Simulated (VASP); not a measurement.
# Se: relaxation with set parts of the cell free, by dispersion and free to move

Se, P1 (no. 1), 3 atoms in the cell.

| Dispersion | Free to move | Volume (Å³/atom) | Pressure in a fresh run at the final cell (GPa) | Pressure printed at the end of the relaxation (GPa) | Ionic steps, all stages | Electronic steps, all stages | Time (s) |
|---|---|---|---|---|---|---|---|
| D3(BJ) | atoms | 27.702 | -1.09 | -1.09 | 11 | 70 | 29 |
| D3(BJ) | atoms, shape and volume | 24.526 | 0.01 | 0.01 | 20 | 129 | 48 |
| D3(BJ) | atoms and shape at fixed volume | 27.702 | -1.59 | -1.59 | 14 | 98 | 40 |
| D3(BJ) | atoms and volume | 26.121 | 0.00 | 0.00 | 19 | 112 | 42 |
| D3(BJ) | atoms and the z components of the lattice | 27.614 | -0.99 | -0.99 | 13 | 85 | 33 |
| D3(BJ) | atoms and the x and y components of the lattice | 24.702 | 0.63 | 0.62 | 16 | 106 | 40 |
| D3(BJ) | atoms and the y and z components of the lattice | 25.359 | -0.31 | -0.31 | 18 | 122 | 43 |
| none | atoms | 27.702 | 0.96 | 0.96 | 11 | 70 | 51 |
| none | atoms, shape and volume | 29.551 | 0.00 | 0.00 | 31 | 181 | 129 |
| none | atoms and shape at fixed volume | 27.702 | 0.48 | 0.48 | 14 | 97 | 58 |
| none | shape alone | 27.702 | 1.25 | 1.25 | 15 | 106 | 60 |
| none | shape and volume | 28.669 | -0.01 | -0.01 | 20 | 121 | 59 |
| none | volume alone | 28.759 | 0.01 | 0.01 | 5 | 50 | 27 |
| none | atoms and volume | 29.351 | -0.04 | -0.04 | 14 | 100 | 56 |
| none | atoms and the z components of the lattice | 28.353 | 0.18 | 0.18 | 16 | 97 | 67 |
| none | atoms and the x and y components of the lattice | 29.932 | 0.29 | 0.29 | 22 | 137 | 78 |
| none | atoms and the y and z components of the lattice | 29.163 | 0.05 | 0.05 | 30 | 161 | 93 |

Limits: the start was distorted on purpose (random strain, atoms moved at random), so the space group given is the start's and not the crystal's.

## Input of the first row

INCAR.step1:
```
SYSTEM = Se
PREC = Accurate
ENCUT = 300
EDIFF = 1E-6
ISMEAR = 0
SIGMA = 0.05
LREAL = .False.
LASPH = .True.
NELM = 100
ALGO = Normal
LWAVE = .False.
LCHARG = .False.
GGA = PE
IVDW = 12
IBRION = 2
NSW = 60
ISIF = 2
EDIFFG = -0.01
POTIM = 0.5
ISYM = 0
KPAR = 4
```

INCAR.step3, as INCAR.step1 but for:
```
- IBRION = 2
- NSW = 60
- EDIFFG = -0.01
- POTIM = 0.5
+ NSW = 0
```

KPOINTS:
```
k-points
0
Gamma
  5 5 4
```

POSCAR.step1:
```
Se
1.0
    4.3812890000     -0.0105120000     -0.0045080000
   -2.1997490000      3.8207300000      0.0216800000
   -0.0051150000      0.0254490000      4.9716590000
Se
3
Direct
    0.7838450000      0.7752380000     -0.0004660000
   -0.0076850000      0.2270610000      0.6672810000
    0.2238400000     -0.0022990000      0.3331850000
```

POSCAR.step3:
```
Se
1.0
    4.3812890000     -0.0105120000     -0.0045080000
   -2.1997490000      3.8207300000      0.0216800000
   -0.0051150000      0.0254490000      4.9716590000
Se
3
Direct
    0.7694454544      0.7696683968      0.0009185474
    0.0005229921      0.2296696284      0.6652606560
    0.2300315535      0.0006619748      0.3338207967
```

Commands (each step's output is kept before the next begins):
```
cat potpaw_PBE.64/Se/POTCAR > POTCAR
cp INCAR.step1 INCAR
cp POSCAR.step1 POSCAR
mpirun -np 4 vasp_std > vasp.out
cp CONTCAR POSCAR
mpirun -np 4 vasp_std > vasp.out
cp CONTCAR POSCAR
cp INCAR.step3 INCAR
cp POSCAR.step3 POSCAR
mpirun -np 4 vasp_std > vasp.out
```

Changes of the last row against the first:
```
(step 1)
- GGA = PE
- IVDW = 12
- NSW = 60
- ISIF = 2
+ NSW = 80
+ ISIF = 3
+ LATTICE_CONSTRAINTS = .FALSE. .TRUE. .TRUE.
(step 2)
- GGA = PE
- IVDW = 12
- NSW = 60
- ISIF = 2
+ NSW = 80
+ ISIF = 3
+ LATTICE_CONSTRAINTS = .FALSE. .TRUE. .TRUE.
(step 3)
- GGA = PE
- IVDW = 12
```

VASP 6.6.1 took 29 s on 4 cores (Intel Xeon 6975P-C (Granite Rapids)), a shared host.
